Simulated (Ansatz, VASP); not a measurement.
# Cross-check of TePb between VASP and Ansatz, part 2 of 2

One calculation is typed for both programs; each brings its own data sets and cutoff. How far apart do they land?

VASP 6.6.1 and Ansatz 0.2.0.

So far: The structure; Ansatz: band structure, HSEsol; VASP: band structure, HSEsol.

## (4) Comparison

Known differences besides the potentials themselves: exact exchange at q = 0 is treated differently, which shows on coarse meshes; VASP keeps PBE cores, Ansatz makes them for the functional; the data sets hold 30 valence electrons in Ansatz (default PAW (the set named soft_2) files) and 20 in VASP; the cutoff is 420 eV in Ansatz and 407 eV in VASP; VASP takes a coarser grid for exact exchange (PRECFOCK = Fast). Total energies have different zeros and are not compared.

Both answers:

```
                     quantity  Ansatz   VASP  difference
gap over the path points (eV)   1.069  1.027      +0.043
```

Levels at points of the path, from each program's valence-band top (eV; 4 filled, then empty):

```
k (reciprocal lattice)                                  Ansatz                                    VASP
     0.000 0.000 0.000  -5.94 -1.58 -1.58 -1.58 4.72 4.72 4.72  -5.97 -1.58 -1.58 -1.58 4.73 4.73 4.73
     0.500 0.000 0.500  -7.89 -5.11 -3.19 -3.19 3.66 6.24 6.24  -7.90 -5.11 -3.20 -3.20 3.67 6.26 6.26
     0.500 0.200 0.700  -8.64 -4.57 -4.00 -0.89 2.60 5.21 6.41  -8.64 -4.57 -4.01 -0.90 2.59 5.22 6.42
     0.400 0.350 0.750  -8.69 -4.66 -3.00 -1.93 3.67 4.67 5.85  -8.70 -4.66 -3.00 -1.94 3.66 4.68 5.84
     0.150 0.150 0.300  -7.46 -2.42 -1.04 -0.37 2.13 2.43 4.68  -7.47 -2.42 -1.04 -0.38 2.11 2.44 4.69
     0.200 0.200 0.200  -7.13 -1.46 -1.46 -0.93 3.04 3.35 3.35  -7.16 -1.47 -1.47 -0.94 3.03 3.35 3.35
     0.500 0.500 0.500   -9.44 -1.10 -1.10 0.00 1.07 1.61 1.61   -9.44 -1.10 -1.10 0.00 1.03 1.62 1.62
     0.550 0.400 0.550  -9.28 -2.62 -1.62 -1.04 2.16 2.38 3.71  -9.28 -2.62 -1.62 -1.04 2.13 2.39 3.72
     0.600 0.250 0.650  -8.69 -4.66 -3.00 -1.93 3.67 4.67 5.85  -8.70 -4.66 -3.00 -1.94 3.66 4.68 5.84
     0.500 0.250 0.750  -8.71 -4.30 -4.30 -0.46 2.08 5.83 5.83  -8.71 -4.30 -4.30 -0.46 2.06 5.84 5.84
```

Among the levels compared at these points, filled levels agree within 38 meV and empty ones within 43 meV.

## (5) Ansatz: band structure, HSE06, spin-orbit coupling

The same path points are solved in both programs, so levels can be compared one by one.

The input, input.yaml:

```yaml
crystal:
  lattice:
    - [0.0, 3.231, 3.231]
    - [3.231, 0.0, 3.231]
    - [3.231, 3.231, 0.0]
  atoms:
    - { symbol: Te, position: [0.5, 0.5, 0.5] }
    - { symbol: Pb, position: [0.0, 0.0, 0.0] }
hamiltonian:
  xc: { exchange: pbe, correlation: pbe, exx: { coeff: 0.25, omega: 0.2 } }
  pseudopotentials: { kind: paw_fr }
magnetization:
  noncollinear: true
  spin_orbit: true
kpoints:
  mp_grid: { grid: [4, 4, 4] }
  band_path:
    path:
      - [0.0, 0.0, 0.0]
      - [0.5, 0.0, 0.5]
      - [0.5, 0.2, 0.7]
      - [0.4, 0.35, 0.75]
      - [0.15, 0.15, 0.3]
      - [0.2, 0.2, 0.2]
      - [0.5, 0.5, 0.5]
      - [0.55, 0.4, 0.55]
      - [0.6, 0.25, 0.65]
      - [0.5, 0.25, 0.75]
      - [0.5, 0.5, 0.5]
      - [0.375, 0.375, 0.75]
      - [0.5, 0.0, 0.5]
    npoints: 1
scf:
  occupations: { method: gaussian, width: 0.02 }
  n_extra_bands: 14
output:
  forces: true
  stress: true
  eigenvalues: true
  write_density: true
  write_potential: true
  elf: true
  volumetric_format: npy
```

Run with:

```sh
ansatz run input.yaml --threads 4 --pin off --max-ram 9216MiB --backend cpu --events-out ev --progress --plain --runs-dir out
```

Numbers of over 12 decimals in the logs are rounded to 6 here.

Output:

```text
[...]
non-collinear run that drives no moment, with spin-orbit: no starting moment large enough to seed its density (crystal.atoms[].spin), no starting occupations that ask for one, no magnetisation constraint and no magnetic field, so the semilocal B_xc is pinned to zero
Crystal: 2 atoms, lattice volume = 67.459 Å³
[...]
k-point 0: bands = [... 26 lower, 7.1891, 7.1891, 7.1891, 7.1891, 11.5911, 11.5911, 13.8260, 13.8260, ... 10 higher]
  k-point 1: bands = [... 26 lower, 7.3295, 7.3295, 7.8697, 7.8697, 10.0540, 10.0540, 11.5242, 11.5242, ... 10 higher]
  k-point 2: bands = [... 26 lower, 7.5689, 7.5689, 8.5213, 8.5213, 8.7084, 8.7084, 10.1036, 10.1036, ... 10 higher]
  k-point 7: bands = [... 26 lower, 4.0882, 4.0882, 7.9417, 7.9417, 10.3436, 10.3436, 14.2139, 14.2139, ... 10 higher]
[key lines of the parts left out:]
Magnetization: |M| = 0.0000 μB,  M = (+0.0000, +0.0000, +0.0000) μB
Free energy (F): -18903.704485 eV
Fermi energy:    8.614856 eV
P = ⅓ Tr σ = 0.9830 GPa (9.830 kbar)
```

The job ended after 2 min (4 threads of AMD EPYC 9R14 (Zen 4), shared host; peak memory 1.6 GiB).

## (6) VASP: band structure, HSE06, spin-orbit coupling

The same cell, functional, mesh and smearing now go to VASP, with its own data sets and cutoff.

The run reads the wave functions of an earlier VASP run, which isn't shown here.

The input, INCAR:

```
SYSTEM = TePb
PREC = Accurate
ENCUT = 407
EDIFF = 1E-06
NELM = 100
ISMEAR = 0
SIGMA = 0.02
LREAL = .FALSE.
ALGO = Normal
LHFCALC = .TRUE.
AEXX = 0.25
GGA = PE
HFSCREEN = 0.2
LASPH = .TRUE.
LNONCOLLINEAR = .TRUE.
MAGMOM = 0 0 0 0 0 0
NBANDS = 32
GGA_COMPAT = .FALSE.
LSORBIT = .TRUE.
PRECFOCK = Fast
LORBIT = 11
LWAVE = .FALSE.
LCHARG = .FALSE.
KPAR = 4
```

The input, POSCAR:

```
TePb
1.0
    0.0000000000      3.2310000000      3.2310000000
    3.2310000000      0.0000000000      3.2310000000
    3.2310000000      3.2310000000      0.0000000000
Te Pb
1 1
Direct
    0.5000000000      0.5000000000      0.5000000000
    0.0000000000      0.0000000000      0.0000000000
```

The input, KPOINTS:

```
Automatic mesh
0
Gamma
4 4 4
0 0 0
```

The input, KPOINTS_OPT:

```
Line mode
6
Line-mode
Reciprocal
  0.00000000   0.00000000   0.00000000 GAMMA
  0.50000000   0.00000000   0.50000000 X

  0.50000000   0.00000000   0.50000000 X
  0.50000000   0.25000000   0.75000000 W

  0.50000000   0.25000000   0.75000000 W
  0.37500000   0.37500000   0.75000000 K

  0.37500000   0.37500000   0.75000000 K
  0.00000000   0.00000000   0.00000000 GAMMA

  0.00000000   0.00000000   0.00000000 GAMMA
  0.50000000   0.50000000   0.50000000 L

  0.50000000   0.50000000   0.50000000 L
  0.62500000   0.25000000   0.62500000 U

  0.62500000   0.25000000   0.62500000 U
  0.50000000   0.25000000   0.75000000 W

  0.50000000   0.25000000   0.75000000 W
  0.50000000   0.50000000   0.50000000 L

  0.50000000   0.50000000   0.50000000 L
  0.37500000   0.37500000   0.75000000 K

  0.62500000   0.25000000   0.62500000 U
  0.50000000   0.00000000   0.50000000 X
```

PAW data sets: Te and Pb_d (PBE family, release 64).

Run with:

```sh
mpirun -np 4 vasp_ncl
```

Output:

```text
[banner, memory and clock lines left out]
running    4 mpi-ranks, on    1 nodes
[...]
LDA part: xc-table for (Slater+PW92), standard interpolation
 found WAVECAR, reading the header
 POSCAR, INCAR and KPOINTS ok, starting setup
[...]
reading WAVECAR
 the WAVECAR file was read successfully
 initial charge from wavefunction
 entering main loop
       N       E                     dE             d eps       ncg     rms          rms(c)
DAV:   1    -0.944984396621E+01   -0.94498E+01   -0.11398E+00   528   0.998E+00    0.915E+00
DAV:   2    -0.945984034290E+01   -0.99964E-02   -0.44536E-02   688   0.154E+00    0.606E+00
DAV:   3    -0.945820140632E+01    0.16389E-02   -0.27028E-03   640   0.560E-01    0.371E+00
DAV:   4    -0.945787542324E+01    0.32598E-03   -0.92453E-04   656   0.270E-01    0.224E+00
[...]
DAV:  11    -0.945790365178E+01   -0.24853E-05   -0.14808E-07   352   0.407E-03    0.628E-02
DAV:  12    -0.945790508840E+01   -0.14366E-05   -0.86938E-08   352   0.281E-03    0.377E-02
[...]
1 F= -.94579059E+01 E0= -.94579059E+01  d E =-.770202E-17  mag=     0.0000     0.0000     0.0000
 Start KPOINTS_OPT (optional k-point list driver)
k-point batch [1-8\60]
       N       E                     dE             ncg
DAV:   1     0.705781796624E+03   -0.17601E+04      512
DAV:   2    -0.902460574183E+03   -0.16082E+04      544
DAV:   3    -0.106407591648E+04   -0.16162E+03      688
DAV:   4    -0.107229280343E+04   -0.82169E+01      680
DAV:   5    -0.107252278975E+04   -0.22999E+00      744
DAV:   6    -0.107252928179E+04   -0.64920E-02      800
DAV:   7    -0.107252938988E+04   -0.10809E-03      736
DAV:   8    -0.107252939283E+04   -0.29552E-05      704
DAV:   9    -0.107252939297E+04   -0.13568E-06      456
[...]
k-point batch [57-60\60]
       N       E                     dE             ncg
DAV:   1     0.253376785603E+04   -0.18128E+04      256
DAV:   2     0.174396328866E+04   -0.78980E+03      272
DAV:   3     0.166628108757E+04   -0.77682E+02      352
DAV:   4     0.166263081744E+04   -0.36503E+01      328
DAV:   5     0.166251366506E+04   -0.11715E+00      384
DAV:   6     0.166250984556E+04   -0.38195E-02      416
DAV:   7     0.166250978535E+04   -0.60200E-04      376
DAV:   8     0.166250978363E+04   -0.17217E-05      336
DAV:   9     0.166250978355E+04   -0.86724E-07      216
```

Parts of OUTCAR (step 6):

```text
 POSITION                                       TOTAL-FORCE (eV/Angst)
 -----------------------------------------------------------------------------------
      3.23100      3.23100      3.23100         0.000000     -0.000000     -0.000000
      0.00000      0.00000      0.00000        -0.000000      0.000000      0.000000
 -----------------------------------------------------------------------------------
    total drift:                                0.000001      0.000000      0.000001

  FREE ENERGIE OF THE ION-ELECTRON SYSTEM (eV)
  ---------------------------------------------------
  free  energy   TOTEN  =        -9.4579059329 eV

  energy  without entropy=       -9.4579059329  energy(sigma->0) =       -9.45790593

 magnetization (x)
# of ion       s       p       d       tot
------------------------------------------
    1        0.000   0.000   0.000   0.000
    2       -0.000  -0.000   0.000  -0.000
--------------------------------------------------
tot         -0.000  -0.000   0.000  -0.000

 magnetization (y)
# of ion       s       p       d       tot
------------------------------------------
    1        0.000   0.000   0.000   0.000
    2        0.000  -0.000   0.000  -0.000
--------------------------------------------------
tot          0.000  -0.000   0.000   0.000

 magnetization (z)
# of ion       s       p       d       tot
------------------------------------------
    1       -0.000   0.000   0.000  -0.000
    2       -0.000   0.000   0.000  -0.000
--------------------------------------------------
tot         -0.000   0.000   0.000  -0.000

[... 1 part as in an earlier step ...]

[... 2 further parts left out ...]
[key lines of the parts left out:]
E-fermi :   5.5283
```

VASP adds spin-orbit coupling inside the spheres on scalar-relativistic partial waves, which describe the 6p1/2 states imperfectly, so such gaps can be off by a tenth of an eV or more.

## (7) Comparison

What differs besides the data sets and the points named for the pairs above, as far as they apply: spin-orbit coupling enters by fully relativistic files in Ansatz and inside the spheres in VASP; the data sets hold 30 valence electrons in Ansatz (fully relativistic PAW (standard-fr) files) and 20 in VASP. Total energies have different zeros and are not compared.

Compared:

```
                     quantity  Ansatz   VASP  difference
gap over the path points (eV)   0.187  0.359      -0.172
```

Levels at points of the path, from each program's valence-band top (eV; 8 filled, then empty):

```
k (reciprocal lattice)                                                                         Ansatz                                                                           VASP
     0.000 0.000 0.000  -5.94 -5.94 -2.56 -2.56 -1.33 -1.33 -1.33 -1.33 3.07 3.07 5.30 5.30 5.30 5.30  -5.98 -5.98 -2.44 -2.44 -1.33 -1.33 -1.33 -1.33 3.32 3.32 5.32 5.32 5.32 5.32
     0.500 0.000 0.500  -7.88 -7.88 -5.25 -5.25 -3.75 -3.75 -2.96 -2.96 3.63 3.63 5.16 5.16 6.85 6.85  -7.90 -7.90 -5.21 -5.21 -3.66 -3.66 -2.96 -2.96 3.65 3.65 5.36 5.36 6.87 6.87
     0.500 0.200 0.700  -8.63 -8.63 -4.73 -4.73 -4.19 -4.19 -1.01 -1.01 2.33 2.33 5.16 5.16 6.28 6.28  -8.64 -8.64 -4.69 -4.69 -4.14 -4.14 -0.99 -0.99 2.41 2.41 5.18 5.18 6.34 6.34
     0.400 0.350 0.750  -8.69 -8.69 -4.82 -4.82 -3.25 -3.25 -1.97 -1.97 3.25 3.25 4.68 4.68 5.78 5.78  -8.70 -8.70 -4.77 -4.77 -3.20 -3.20 -1.96 -1.96 3.36 3.36 4.70 4.70 5.81 5.81
     0.150 0.150 0.300  -7.48 -7.48 -2.73 -2.73 -1.18 -1.18 -0.35 -0.35 1.38 1.38 2.71 2.71 4.68 4.68  -7.50 -7.50 -2.67 -2.67 -1.16 -1.16 -0.36 -0.36 1.53 1.53 2.71 2.71 4.71 4.71
     0.200 0.200 0.200  -7.16 -7.16 -2.22 -2.22 -1.24 -1.24 -0.84 -0.84 1.95 1.95 3.51 3.51 3.80 3.80  -7.18 -7.18 -2.12 -2.12 -1.24 -1.24 -0.84 -0.84 2.14 2.14 3.51 3.51 3.80 3.80
     0.500 0.500 0.500    -9.45 -9.45 -1.62 -1.62 -0.95 -0.95 0.00 0.00 0.19 0.19 1.58 1.58 2.07 2.07    -9.45 -9.45 -1.55 -1.55 -0.95 -0.95 0.00 0.00 0.36 0.36 1.57 1.57 2.07 2.07
     0.550 0.400 0.550  -9.29 -9.29 -2.81 -2.81 -1.91 -1.91 -1.04 -1.04 1.57 1.57 2.60 2.60 3.71 3.71  -9.29 -9.29 -2.77 -2.77 -1.85 -1.85 -1.04 -1.04 1.68 1.68 2.60 2.60 3.74 3.74
     0.600 0.250 0.650  -8.69 -8.69 -4.82 -4.82 -3.25 -3.25 -1.97 -1.97 3.25 3.25 4.68 4.68 5.78 5.78  -8.70 -8.70 -4.77 -4.77 -3.20 -3.20 -1.96 -1.96 3.36 3.36 4.70 4.70 5.81 5.81
     0.500 0.250 0.750  -8.70 -8.70 -4.50 -4.50 -4.43 -4.43 -0.58 -0.58 1.82 1.82 5.69 5.69 5.82 5.82  -8.71 -8.71 -4.45 -4.45 -4.40 -4.40 -0.56 -0.56 1.90 1.90 5.73 5.73 5.86 5.86
```

Among the levels compared at these points, filled levels agree within 122 meV and empty ones within 248 meV.

## (8) Other set-ups

Further runs change the set-up of one program: Ansatz's method, potentials or start, or VASP's data sets, cutoff or form of LDA. The table gives Ansatz less VASP for each quantity, since a change that brings one quantity closer may part another.

```
                                        run  gap over the path points (eV)
                                   as above                          -0.17
                       cores kept as stored                          -0.17
    Ansatz's larger PAW set (cutoff 700 eV)                          -0.17
norm-conserving potentials (cutoff 1088 eV)                          -0.26
```

## (9) Summary of results

| Quantity | Value |
| --- | --- |
| difference in gap over the path points (band structure, HSEsol) | 0.043 eV |
| difference in gap over the path points (band structure, HSE06, spin-orbit coupling) | -0.17 eV |

What this shows: The difference in gap over the path points is -0.17 eV (band structure, HSE06, spin-orbit coupling), beyond the 0.08 eV picked in this series as the mark of a large difference. Band structure, HSE06, spin-orbit coupling, norm-conserving potentials (cutoff 1088 eV): the difference in gap over the path points goes from -0.17 to -0.26 eV. How closely two codes agree says nothing of how well the functional describes the real material.

[Lines on the potential files, build, host, timing and source positions are cut from VASP's logs without a mark.]

[Logs are printed without paths, hosts, clocks, repeated set-up lines and the standing remarks that a program may print on its own settings, such as how far it seeks lower states.]

[Hosts, paths, dates, database ids (printed as entryN), source tags and the programs' standing remarks are cut or masked in the printed files.]
